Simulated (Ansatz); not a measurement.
**Cd2SO: the cell at several levels of theory**

Cell and atoms of Cd2SO as one 4-atom ordering (P4/mmm) on the rocksalt lattice are relaxed in turn with PBE and r2SCAN. This is a trial cell built on a prototype, not taken from a measured structure, and it needn't be the compound's ground state.

Code: Ansatz 0.2.0. PAW datasets, plane waves, zero pressure. All values are calculated for a non-magnetic cell, which may be hypothetical.

**1. The cell**

This is the cell as the run starts from it, not yet at rest; its lengths are not the crystal's.

The symmetry is P4/mmm (No. 123, tetragonal); a = 3.293 Å, c = 4.657 Å in the conventional setting, 12.63 Å³ an atom. Around O lie 6 Cd at 2.33 Å; around Cd lie 4 S at 2.33 Å and 2 O at 2.33 Å; around S lie 6 Cd at 2.33 Å; around Cd lie 4 O at 2.33 Å and 2 S at 2.33 Å.

Coordinates:

```
CELL_PARAMETERS angstrom
3.29304 0.00000 0.00000
0.00000 3.29304 0.00000
0.00000 0.00000 4.65707
ATOMIC_POSITIONS crystal
O 0.00000 0.00000 0.00000
Cd 0.00000 0.00000 0.50000
S 0.50000 0.50000 0.50000
Cd 0.50000 0.50000 0.00000
```

**2. PBE: cell and atoms**

The input, input.yaml:

```yaml
crystal:
  lattice:
    - [3.2930443632, 0.0, 0.0]
    - [0.0, 3.2930443632, 0.0]
    - [0.0, 0.0, 4.657068]
  atoms:
    - { symbol: O, position: [0.0, 0.0, 0.0] }
    - { symbol: Cd, position: [0.0, 0.0, 0.5] }
    - { symbol: S, position: [0.5, 0.5, 0.5] }
    - { symbol: Cd, position: [0.5, 0.5, 0.0] }
kpoints:
  mp_grid: { grid: [8, 8, 6] }
hamiltonian:
  xc: pbe
scf:
  occupations: { method: fermi_dirac, width: 0.02 }
relax:
  f_tol: 0.005
  cell: {}
output:
  write_density: true
  write_potential: true
  elf: true
  volumetric_format: npy
```

Started as:

```console
ansatz run input.yaml --threads 2 --pin off --max-ram 2211MiB --backend cpu --events-out ev --progress --plain --runs-dir out
```

Further steps of the session: r2SCAN: cell and atoms.

Q: Predict the outcome of this session. Wanted: for each run, a; c; volume; space group; SCF geometries.

The runs gave:

| level | a (Å) | c (Å) | volume (Å³/atom) | space group | SCF geometries |
| --- | --- | --- | --- | --- | --- |
| PBE | 3.686 | 5.091 | 17.291 | P4/mmm | 10 |
| r2SCAN | 3.651 | 5.033 | 16.770 | P4/mmm | 6 |

What this shows: From the start to the first minimum the volume moved by +37.0 %. The volume runs from r2SCAN (least) to PBE (most), a spread of 3.1 %, or 1.0 % in length if all axes shared it alike. The meshes differ: PBE 8×8×6, r2SCAN 6×6×4.
